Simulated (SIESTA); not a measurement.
## Cu under changes of volume

One of the cells (11.436 Å³/atom); the others are scaled copies at fixed shape and fractional positions:

```
CELL_PARAMETERS angstrom
2.53410 0.00000 0.00000
-1.26705 2.19459 0.00000
0.00000 0.00000 4.11257
ATOMIC_POSITIONS crystal
Cu 0.66667 0.33333 0.75000
Cu 0.33333 0.66667 0.25000
```

This isn't the form of Cu at room conditions, which is fcc.

| Property | Result |
| --- | --- |
| Program | SIESTA 5.4.2 |
| Functional | LDA |
| Potentials or basis | PseudoDojo 0.4 standard (LDA files) |
| Basis | DZP (energy shift 0.003 Ry; two zetas on semicore shells) |
| Grid cutoff | 800 Ry |
| Energy shift | 0.003 Ry |
| k mesh | 12 × 12 × 7 |
| Occupations | fermi-dirac, width 0.05 eV |
| Spin | no spin polarisation |

```csv
volume (Å³/atom),energy over the lowest point (meV/atom),pressure (GPa)
10.749,0.64,2.5
10.978,0.00,-1.5
11.207,4.89,-5.3
11.436,14.82,-8.5
11.664,29.06,-11.3
11.893,47.01,-13.7
12.122,?,?
```

Problem. What does the run at 12.122 Å³/atom give?

Solution. Energy over the lowest point 68.25 meV/atom; pressure -15.9 GPa.

Worked out: A Birch-Murnaghan fit of order 3 (a polynomial in V^(-2/3)) to the other rows has its minimum at 10.89 Å³/atom with B0 = V·E''(V) = 198 GPa and B' = 5.4 at fixed shape and positions, which overstates the stiffness. It gives 68.33 meV/atom at 12.122 Å³/atom, against the run's 68.25, and -dE/dV = -16.0 GPa, against -15.9.

Energies are extrapolated to zero smearing.

Caveats: short orbitals over semicore shells can move pressures by several GPa; the basis of atomic orbitals isn't converged, which shifts pressures, moduli and gaps.
